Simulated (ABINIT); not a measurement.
Runs of ABINIT 10.8.3 (patched build) on BP. The structure is cubic, space group F-43m (No. 216). Conventional cell: a = 4.538 Å, b = 4.538 Å, c = 4.538 Å, α = 90.00°, β = 90.00°, γ = 90.00°. Around P (site symmetry -43m) lie 4 B at 1.97 Å. B (site symmetry -43m) is surrounded by 4 P at 1.97 Å. 

```tsv
task	level	potentials or basis	k mesh	cutoff (eV)	fine-grid cutoff	gap on the mesh (eV)	pressure (GPa)	V0 of scaled cells (Å³/atom)	B0 (GPa)
equation of state	RPBE	JTH PAW PBE v2.0	10 × 10 × 10	544	1088.46 eV	-	-	11.96	156
band structure	PW91	JTH PAW PBE v2.0	10 × 10 × 10	544	1088.46 eV	1.28	1.0	-	-
equation of state	BLYP	JTH PAW PBE v2.0	10 × 10 × 10	544	1088.46 eV	-	-	12.15	149
equation of state	revPBE+D3(BJ)	JTH PAW PBE v2.0	10 × 10 × 10	544	1088.46 eV	-	-	11.27	176
band structure	LDA-Teter	JTH PAW LDA v2.0	10 × 10 × 10	544	1088.46 eV	(a)	-5.2	-	-
band structure	WC	PseudoDojo NC SR PBEsol v0.4.1 standard	10 × 10 × 10	1034	-	1.17	-1.6	-	-
band structure	rPW86PBE	PseudoDojo NC SR PBE v0.4.1 standard	10 × 10 × 10	1034	-	1.44	5.2	-	-
band structure	HCTH407	JTH PAW PBE v2.0	10 × 10 × 10	544	1088.46 eV	1.44	-0.5	-	-
single point	r2SCAN	JTH PAW PBE v2.0	8 × 8 × 8	653	1251.72 eV	1.48	(b)	-	-
equation of state	BLYP+D3	JTH PAW PBE v2.0	10 × 10 × 10	544	1088.46 eV	-	-	11.84	156
equation of state	revPBE	JTH PAW PBE v2.0	10 × 10 × 10	544	1088.46 eV	-	-	11.91	157
band structure	HLE16	JTH PAW PBE v2.0	10 × 10 × 10	544	1088.46 eV	1.88	-32.6	-	-
```

Alike in all rows: no spin polarisation; cell as given; smearing fermi-dirac 0.05 eV.

Task: Fill in the values left out.

Result: (a) 1.19; (b) -0.4.

Caveats: the PAW data sets were made with another functional, which shifts forces and pressure a little (some runs); pressures at fixed basis lie under the slope of the energies (some runs); the potentials were made for another functional, which shifts forces and pressure (some runs); the cell as given lies far from equilibrium (some runs); the potentials were made for a functional far from this one (some runs); so large a pressure means that the cell lies far from this level's equilibrium, or that cutoff or potentials fall short (some runs).

A k mesh can miss the band edges.
